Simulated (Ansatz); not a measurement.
# Zone-centre phonons of BN at 30 GPa: input and output

Theory: DFT PBE, scalar-relativistic, plane waves, PAW in Ansatz.

Launched with:
```bash
ansatz run input.yaml --threads 1 --pin off --max-ram 3072MiB --backend cpu --events-out ev --progress --plain --runs-dir out
```

Input (bare energies are in eV):
```yaml
crystal:
  lattice:
    - [0.0, 1.7699937618, 1.7699937618]
    - [1.7699937618, 0.0, 1.7699937618]
    - [1.7699937618, 1.7699937618, 0.0]
  atoms:
    - { symbol: B, position: [0.0, 0.0, 0.0] }
    - { symbol: "N", position: [0.75, 0.75, 0.75] }
basis:
  ecutwfc: 420
kpoints:
  mp_grid: { grid: [12, 12, 12] }
hamiltonian:
  xc: pbe
scf:
  occupations: { method: fixed }
output:
  eigenvalues: true
phonons:
  method: dfpt
  dielectric: true
  rigid_motions: translations
  eigenvectors: true
```

Results section of the output:
```
--- Phonons (Γ-DFPT): 2 representative perturbations + reference, on 280 of 1728 k-points (Σ response iterations 6) ---
  k mesh reduced under 4 symmetry operations, with k and −k counted as one. Each operation leaves every solved perturbation unchanged. A smaller set is not considered because the run solves the response ...
  ASR residual: 1.411e-4 → 0.000e0 eV/Å²; symmetrization residual: 7.619e-7 eV/Å²
  ASR residual per site (eV/Å²): 1.27e-4 1.41e-4
  Γ frequencies (cm⁻¹): 0.00 0.00 0.00 1119.61 1119.61 1119.61
  ε∞ (high-frequency dielectric tensor):
        4.547241     0.000000     0.000000
       -0.000000     4.547241     0.000000
        0.000000     0.000000     4.547241
  ε⁰ (static dielectric tensor: ions relaxed, cell fixed):
        6.599393     0.000000     0.000000
       -0.000000     6.599393    -0.000000
        0.000000    -0.000000     6.599393
  ε⁰ − ε∞ (ionic part):
        2.052152     0.000000     0.000000
        0.000000     2.052152    -0.000000
        0.000000    -0.000000     2.052152
  softest optical mode at Γ: 1119.61 cm⁻¹; the repairs (sum rule, projections) moved no ω² at Γ by more than (1.82 cm⁻¹)²
  Born effective charges Z* (e; rows j = field, columns β = displacement):
    site 0:
         1.88080   -0.00000    0.00000
         0.00000    1.88080    0.00000
         0.00000   -0.00000    1.88080
    site 1:
        -1.88080    0.00000   -0.00000
        -0.00000   -1.88080   -0.00000
        -0.00000    0.00000   -1.88080
  Z* charge neutrality: 5.896e-6 e pre-enforcement
  k-mesh period / interband length: 30.0 Å / 1.27 Å = 23.58 at k = (0.0000, -0.5000, -0.5000), direct gap 9.762 eV — 14 or more, which is no proof of convergence
  optical modes at Γ without the LO–TO term, one row a degenerate level:
      ω (cm⁻¹) modes IR ((D/Å)²/amu)
       1119.61      3            40.1281
  optical modes at Γ + LO–TO along q̂ = [1.0000, 0.0000, 0.0000]:
      ω (cm⁻¹) modes IR ((D/Å)²/amu)
       1119.61      2            26.7521
       1348.79      1            13.3760
  optical modes at Γ + LO–TO along q̂ = [0.0000, 1.0000, 0.0000]:
      ω (cm⁻¹) modes IR ((D/Å)²/amu)
       1119.61      2            26.7521
       1348.79      1            13.3760
  optical modes at Γ + LO–TO along q̂ = [0.0000, 0.0000, 1.0000]:
      ω (cm⁻¹) modes IR ((D/Å)²/amu)
       1119.61      2            26.7521
       1348.79      1            13.3760
```

It took 14 s on 1 thread of Intel(R) Xeon(R) Platinum 8259CL CPU @ 2.50GHz (Skylake/Cascade Lake) (shared host), peak memory 0.44 GiB.